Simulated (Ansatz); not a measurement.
# Si in Cu(100), 2x2: scattering by a point defect, part 3 of 3

Wanted: the reflection from a plane of defects, Si in Cu(100), 2x2, and the resistivity it implies.

Ansatz 0.2.0; Ansatz plane-wave DFT, PBE, PAW files; ballistic transport by layer matching (Landauer), zero bias; PAW set soft_1 (the session's first sound run).

So far, resistivity per at.% scaled from this dense plane, with the factor 3/4 for isotropic scattering (µΩ cm): step 3 (resistance at ideal sites) 2.85.

## Step 5: Transmission after relaxation, relaxed yes

The transmission is solved again on the relaxed atoms.

This step: Ansatz plane-wave DFT, PBE, PAW files; ballistic transport by layer matching (Landauer), zero bias; PAW set soft_1 (Ansatz 0.2.0).

input.yaml reads:

```yaml
crystal:
  lattice:
    - [5.1123254594, 0.0, 0.0]
    - [0.0, 5.1123254594, 0.0]
    - [0.0, 0.0, 25.30472]
  atoms:
    - { symbol: Cu, position: [0.0, 0.0, 0.0357142857] }
    - { symbol: Cu, position: [0.0, 0.5, 0.0357142857] }
    - { symbol: Cu, position: [0.5, 0.0, 0.0357142857] }
    - { symbol: Cu, position: [0.5, 0.5, 0.0357142857] }
    - { symbol: Cu, position: [0.25, 0.25, 0.1071428571] }
    - { symbol: Cu, position: [0.25, 0.75, 0.1071428571] }
    - { symbol: Cu, position: [0.75, 0.25, 0.1071428571] }
    - { symbol: Cu, position: [0.75, 0.75, 0.1071428571] }
    - { symbol: Cu, position: [0.0, 0.0, 0.1785714286] }
    - { symbol: Cu, position: [0.0, 0.5, 0.1785714286] }
    - { symbol: Cu, position: [0.5, 0.0, 0.1785714286] }
    - { symbol: Cu, position: [0.5, 0.5, 0.1785714286] }
    - { symbol: Cu, position: [0.25, 0.25, 0.25] }
    - { symbol: Cu, position: [0.25, 0.75, 0.25] }
    - { symbol: Cu, position: [0.75, 0.25, 0.25] }
    - { symbol: Cu, position: [0.75, 0.75, 0.25] }
    - { symbol: Cu, position: [-0.0005355645, -0.0005355645, 0.3211727056] }
    - { symbol: Cu, position: [-0.0005355645, 0.5005355645, 0.3211727056] }
    - { symbol: Cu, position: [0.5005355645, -0.0005355645, 0.3211727056] }
    - { symbol: Cu, position: [0.5005355645, 0.5005355645, 0.3211727056] }
    - { symbol: Cu, position: [0.25, 0.25, 0.3913418086] }
    - { symbol: Cu, position: [0.25, 0.75, 0.3925860938] }
    - { symbol: Cu, position: [0.75, 0.25, 0.3925860938] }
    - { symbol: Cu, position: [0.75, 0.75, 0.3930185108] }
    - { symbol: Cu, position: [0.0016049026, 0.0016049026, 0.4641050597] }
    - { symbol: Cu, position: [0.0016049026, 0.4983950974, 0.4641050597] }
    - { symbol: Cu, position: [0.4983950974, 0.0016049026, 0.4641050597] }
    - { symbol: Cu, position: [0.4983950974, 0.4983950974, 0.4641050597] }
    - { symbol: Si, position: [0.25, 0.25, 0.535588247] }
    - { symbol: Cu, position: [0.25, 0.75, 0.5355825791] }
    - { symbol: Cu, position: [0.75, 0.25, 0.5355825791] }
    - { symbol: Cu, position: [0.75, 0.75, 0.5355770877] }
    - { symbol: Cu, position: [0.0015623672, 0.0015623672, 0.607061819] }
    - { symbol: Cu, position: [0.0015623672, 0.4984376328, 0.607061819] }
    - { symbol: Cu, position: [0.4984376328, 0.0015623672, 0.607061819] }
    - { symbol: Cu, position: [0.4984376328, 0.4984376328, 0.607061819] }
    - { symbol: Cu, position: [0.25, 0.25, 0.6797609922] }
    - { symbol: Cu, position: [0.25, 0.75, 0.6785915785] }
    - { symbol: Cu, position: [0.75, 0.25, 0.6785915785] }
    - { symbol: Cu, position: [0.75, 0.75, 0.678233752] }
    - { symbol: Cu, position: [0.0, 0.0, 0.75] }
    - { symbol: Cu, position: [0.0, 0.5, 0.75] }
    - { symbol: Cu, position: [0.5, 0.0, 0.75] }
    - { symbol: Cu, position: [0.5, 0.5, 0.75] }
    - { symbol: Cu, position: [0.25, 0.25, 0.8214285714] }
    - { symbol: Cu, position: [0.25, 0.75, 0.8214285714] }
    - { symbol: Cu, position: [0.75, 0.25, 0.8214285714] }
    - { symbol: Cu, position: [0.75, 0.75, 0.8214285714] }
    - { symbol: Cu, position: [0.0, 0.0, 0.8928571429] }
    - { symbol: Cu, position: [0.0, 0.5, 0.8928571429] }
    - { symbol: Cu, position: [0.5, 0.0, 0.8928571429] }
    - { symbol: Cu, position: [0.5, 0.5, 0.8928571429] }
    - { symbol: Cu, position: [0.25, 0.25, 0.9642857143] }
    - { symbol: Cu, position: [0.25, 0.75, 0.9642857143] }
    - { symbol: Cu, position: [0.75, 0.25, 0.9642857143] }
    - { symbol: Cu, position: [0.75, 0.75, 0.9642857143] }
kpoints:
  mp_grid: { grid: [4, 4, 1] }
hamiltonian:
  xc: pbe
  pseudopotentials: { kind: paw, azcp: { folder: soft_1 } }
scf:
  occupations: { method: fermi_dirac, width: 0.1 }
output:
  transmission: { leads: [[0, 4]], kmesh: [8, 8], e_range: [-0.05, 0.05], de: 0.05 }
  write_potential: true
  write_density: true
  volumetric_format: npy
```

On the command line:

```console
$ ansatz run input.yaml --threads 4 --pin off --max-ram 15360MiB --backend cpu --events-out ev --progress --plain --runs-dir out
```

Numbers of over 12 decimals in the logs are rounded to 6 here.

What it wrote:

```text
[...]
Crystal: 56 atoms, lattice volume = 661.361 Å³
Basis set: ecut = 420 eV, 12885 PW (Γ)
Bands: 630, of which v1, the nominal top of the filled ones, is band 525 counted from 1 (524 counted from 0)
Symmetry: 8 space group operations
[...]
k-points: 6 of 16
[...]
SCF iter   1: F=—  HF=-365072.957755 eV  |F-HF|=—  |Δ(HF+E_count)|=         —  Δρ=2.71e-1  dr2=2.94e2  ethr=3.10e-3  ⟨swp⟩=5.0  Hψ=12511  notcnv=0  defer=2
[...]
SCF iter  14: F=-365021.052729 eV  HF=-365021.052729 eV  |F-HF|=8.32e-8  |Δ(HF+E_count)|=  5.82e-10  Δρ=1.51e-6  dr2=8.42e-8  ethr=9.53e-12  ⟨swp⟩=7.2  Hψ=13159  notcnv=0
SCF 1 converged in 14 iterations: F = -365021.052729 eV  dr2 = 8.42e-8
[...]
transmission: 62 of 585 steps passed
transmission: 120 of 585 steps passed
[...]
transmission: 585 of 585 steps passed
SCF converged after 14 iterations
Free energy (F): -365021.052729 eV
[...]
Internal energy: -365020.254282 eV  (E = F + TS)
E sigma→0 (E₀):  -365020.653505 eV
Entropy (-TS):   -0.798447 eV (-14.258 meV/atom)
Fermi energy:    16.363590 eV
[...]
--- Band table (eV; the first three rows and the last of 6) ---
  k-point 0: bands = [... 521 lower, 15.8306, 15.9063, 15.9244, 15.9271, 15.9271, 15.9896, 15.9977, 15.9977, ... 101 higher]
  k-point 1: bands = [... 521 lower, 16.2319, 16.2352, 16.2985, 16.3059, 16.4147, 16.4179, 16.5045, 16.5078, ... 101 higher]
  k-point 2: bands = [... 521 lower, 16.6509, 16.6653, 16.6826, 16.7504, 16.7641, 16.7836, 16.7900, 16.7957, ... 101 higher]
  k-point 5: bands = [... 521 lower, 15.5185, 15.5705, 16.2952, 16.3322, 16.4415, 16.4415, 16.4953, 16.4953, ... 101 higher]
--- Transmission ---
  basis      : 225 plane waves across, 39 finite elements along
  points     : 15, standing for a mesh of 8 x 8
[...]
channels       : 3.703125e0 a spin
[...]
junction   : crystal 0 to crystal 0, 1.11 to 24.61 Å
    transmission   : 2.845429e0 a spin
[...]
```

Run time: 6.1 min. Hardware: 4 threads of Arm Neoverse V1, shared host; peak memory 6.6 GiB; 24 min of CPU time.

This step gave:

```
free energy                                    : -365021.0527 eV
energy at zero smearing                        : -365020.6535 eV
transmission per spin nearest the Fermi level  : 2.845
open channels per spin nearest the Fermi level : 3.703
```

Per spin. Transmission, zone mean against energy, zero at the Fermi level:

```
energy (eV)  transmission, zone mean
    -0.0500                     2.83
     0.0000                     2.85
     0.0500                     2.87
```

Transmission over k1 and k2. At 0.0000 eV from the Fermi level.

Ten even steps from '0' (0.93) to '9' (3.93):
```
99963699
99953599
86500056
03300033
86500056
99953599
99963699
99980899
```
Columns: k1 (b1) from -0.5 to 0.375; rows upwards: k2 (b2) from -0.5 to 0.375.

Over the solved energies the transmission per spin lies between 2.83 and 2.87, out of 3.66 channels of the lead on average (up to 3.70).

## Step 6: Resistance after relaxation

This step: Ansatz plane-wave DFT, PBE, PAW files; ballistic transport by layer matching (Landauer), zero bias; area resistance of the defect plane and resistivity an atomic per cent; PAW set soft_1 (Ansatz 0.2.0).

This step gave:

```yaml
area_resistance: 0.2626 fΩ m²
t_over_the_leads_mean_channel_count: 0.7782
resistivity_per_at_scaled_from_this_dense_plane_with_the_factor_3_over_4_for_isotropic_scattering: 4.359 µΩ cm
```

Averaged over the energies near the Fermi level, 77.8 % of the channels pass, which makes 0.263 fΩ m², against 0.171 on ideal sites.

## Step 7: Results

| Quantity | Value |
| --- | --- |
| share of channels that pass, rigid | 0.845 |
| area resistance, rigid | 0.171 fΩ m² |
| resistivity per at.% from the area resistance, times 3/4, rigid | 2.85 µΩ cm |
| share of channels that pass, relaxed | 0.778 |
| area resistance, relaxed | 0.263 fΩ m² |
| resistivity per at.% from the area resistance, times 3/4, relaxed | 4.36 µΩ cm |

What this shows: The plane of defects adds 0.26 fΩ m². Scaled to one atomic per cent that is 5.8 µΩ cm as it stands and 4.4 with the factor 3/4 for isotropic scattering on a spherical Fermi surface; with the reflection in place of the resistance taken as linear in the density it would be 3.4. These are rough estimates of the dilute value, not bounds. One Si in each 2x2 cell reflects 22 % of the lead's channels. The relaxed cell differs by 53 % in resistance; between the two runs the lead's own channel count goes from 3.60 to 3.66, so sampling may have a part in it. The defects form a dense periodic sheet that scatters coherently, unlike a dilute random alloy. T and N are means over the solved energies nearest the Fermi level.

[Logs are printed without paths, hosts, clocks, repeated set-up lines and the standing remarks that a program may print on its own settings, such as how far it seeks lower states.]

[Hosts, paths, dates, database ids (printed as entryN), source tags and the programs' standing remarks are cut or masked in the printed files.]
